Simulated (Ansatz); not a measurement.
**C₄H₆: how energies converge with the basis set**

The task here is to estimate one member of a computed series from the others.

The runs use Ansatz 0.2.0, Gaussian basis; one geometry, several basis sets.

Levels to be run: PBE0-D4/def2-SVP; ωB97M-V/def2-SVP; PBE0-D4/def2-QZVPP; ωB97M-V/def2-QZVPP; the functionals' def2-TZVPP values are taken from earlier runs.

## Structure used throughout

All runs share one geometry, relaxed beforehand with PBE0-D4 in a triple-zeta def2 set.

10 atoms, charge 0, spin multiplicity 1.

Atoms are counted from 1 here; the program's logs count them from 0.

Bond lengths: C1–C2 1.314 Å, C1–H5 1.085 Å, C1–H6 1.085 Å, C2–C3 1.458 Å, C2–C4 1.458 Å, C3–C4 1.528 Å, C3–H7 1.085 Å, C3–H8 1.085 Å, C4–H9 1.085 Å, C4–H10 1.085 Å. Angles: C2–C1–H5 121.2°, C2–C1–H6 121.2°, H5–C1–H6 117.5°, C1–C2–C3 148.4°, C1–C2–C4 148.4°, C3–C2–C4 63.2°, C2–C3–C4 58.4°, C2–C3–H7 118.7°, C2–C3–H8 118.7°, C4–C3–H7 117.7°, C4–C3–H8 117.7°, H7–C3–H8 114.4°, C2–C4–C3 58.4°, C2–C4–H9 118.7°, C2–C4–H10 118.7°, C3–C4–H9 117.7°, C3–C4–H10 117.7°, H9–C4–H10 114.4°.

Set-up of the first run:

in.yaml reads:

```yaml
crystal:
  periodic: [false, false, false]
  atoms:
    - {symbol: C, position_ang: [-1.238048, 0.744193, -0.827321]}
    - {symbol: C, position_ang: [-0.259128, 0.155503, -0.176931]}
    - {symbol: C, position_ang: [0.567930, -1.029795, 0.015131]}
    - {symbol: C, position_ang: [0.764168, 0.228612, 0.859112]}
    - {symbol: H, position_ang: [-1.775997, 0.232164, -1.618004]}
    - {symbol: H, position_ang: [-1.537916, 1.760134, -0.593463]}
    - {symbol: H, position_ang: [0.130490, -1.898001, 0.497495]}
    - {symbol: H, position_ang: [1.324568, -1.263078, -0.727082]}
    - {symbol: H, position_ang: [1.650550, 0.827082, 0.674785]}
    - {symbol: H, position_ang: [0.456383, 0.191988, 1.899179]}
basis:
  gaussian: {orbitals: def2-SVP}
hamiltonian: {xc: pbe0, dispersion: d4}
output: {orbitals: {seedname: orbitals}}
```

Run with:

```bash
> ansatz run in.yaml --threads 4 --pin off --events-out ev --progress --plain --max-ram 10444MiB
```

Steps of the session up to this table: PBE0-D4 in def2-SVP; ωB97M-V in def2-SVP; PBE0-D4 in def2-QZVPP; ωB97M-V in def2-QZVPP.

One table of the session follows, with a row left open; its other results are not shown here.

It belongs to the step «Density functionals: the series». 

| functional | basis | HOMO (eV) | LUMO (eV) |
| --- | --- | --- | --- |
| PBE0-D4 | def2-SVP | ? | ? |
| PBE0-D4 | def2-TZVPP | -7.42 | 0.13 |
| PBE0-D4 | def2-QZVPP | -7.44 | 0.03 |
| ωB97M-V | def2-SVP | -9.64 | 2.47 |
| ωB97M-V | def2-TZVPP | -9.68 | 2.18 |
| ωB97M-V | def2-QZVPP | -9.68 | 1.91 |

Q: Estimate the row for PBE0-D4, def2-SVP from the others.

As computed: HOMO (eV): -7.38; LUMO (eV): 0.32. In the column «HOMO (eV)» it is the highest.
